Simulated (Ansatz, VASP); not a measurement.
## Pd in VASP and in Ansatz

```
CELL_PARAMETERS angstrom
2.76875 0.00000 0.00000
-1.38437 2.39780 0.00000
0.00000 0.00000 4.63636
ATOMIC_POSITIONS crystal
Pd 0.33333 0.66667 0.75000
Pd 0.66667 0.33333 0.25000
```

Alike in both runs: functional PBE; k mesh 18 × 18 × 10; occupations gaussian, width 0.05 eV; non-collinear spin, spin-orbit coupling.

Ansatz relaxed the structure, and its values are those at the end. VASP's run is a single point on that final structure, the one shown.

|  | VASP | Ansatz |
| --- | --- | --- |
| version | VASP 6.6.1 | Ansatz 0.2.0 |
| potentials or method | VASP PAW PBE potentials, release 64 (Pd) | plane waves, PAW |
| plane-wave cutoff (eV) | 520 | 600 |
| valence electrons in the cell | 20 | 36 |

```csv
,VASP,Ansatz,Ansatz less VASP
pressure (GPa),-0.1,0.1,+0.22
net moment per atom (μB),0.00,0.00,0.000
```

The functional is the same, so the differences come from potentials, cutoffs and numerics. The two sets of potentials don't hold the same shells in valence.
